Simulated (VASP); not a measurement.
A run of VASP 6.6.1 is set up as follows.

File INCAR:

```
SYSTEM = CdSe
PREC     = Accurate       ! precision mode
ENCUT    = 520            ! plane-wave cutoff, eV
EDIFF    = 1E-7           ! SCF threshold, eV
ISMEAR   = 0              ! smearing method
SIGMA    = 0.1            ! smearing width, eV
LREAL    = .False.        ! projectors in reciprocal space
LASPH    = .True.         ! aspherical terms in the spheres
NELM     = 60             ! most SCF steps
ALGO     = Normal         ! electronic algorithm
ISIF     = 3              ! what is computed and relaxed
LWAVE    = .False.        ! write WAVECAR
LCHARG   = .False.        ! write CHGCAR
GGA      = PS             ! functional
IBRION   = 2              ! ionic algorithm
NSW      = 80             ! ionic steps
EDIFFG   = -0.002         ! ionic threshold
PSTRESS  = 200.0
```

Contents of KPOINTS:

```
Automatic mesh
0
Gamma
  8 8 8
  0 0 0
```

The input POSCAR:

```
CdSe                                    
1.0
    0.0000000000      2.6546328675      2.6546328675
    2.6546328675      0.0000000000      2.6546328675
    2.6546328675      2.6546328675      0.0000000000
  Cd              Se            
     1     1
Direct
     0.0000000000000000    0.0000000000000000    0.0000000000000000
     0.5000000000000000    0.5000000000000000    0.5000000000000000
```

Potentials or basis: VASP PAW PBE potentials, release 64 (Cd, Se).

Command:

```console
$ cat potpaw_PBE.64/Cd/POTCAR potpaw_PBE.64/Se/POTCAR > POTCAR
$ mpirun -np 1 vasp_std > vasp.out
```

Q: Predict the band gap on the k mesh.

A: None (metal or under the smearing width).

Final structure:
```cif
data_structure
_symmetry_space_group_name_H-M 'P 1'
_symmetry_Int_Tables_number 1
_cell_length_a 3.7542
_cell_length_b 3.7542
_cell_length_c 3.7542
_cell_angle_alpha 60.000
_cell_angle_beta 60.000
_cell_angle_gamma 60.000
_cell_volume 37.41
loop_
_atom_site_label
_atom_site_type_symbol
_atom_site_fract_x
_atom_site_fract_y
_atom_site_fract_z
_atom_site_occupancy
Cd1 Cd 0.00000 0.00000 0.00000 1
Se1 Se 0.50000 0.50000 0.50000 1
```

Caveat: the relaxation stopped at its first step, so nothing moved; the cell is relaxed towards a set pressure, so the enthalpy falls and the energy may rise.
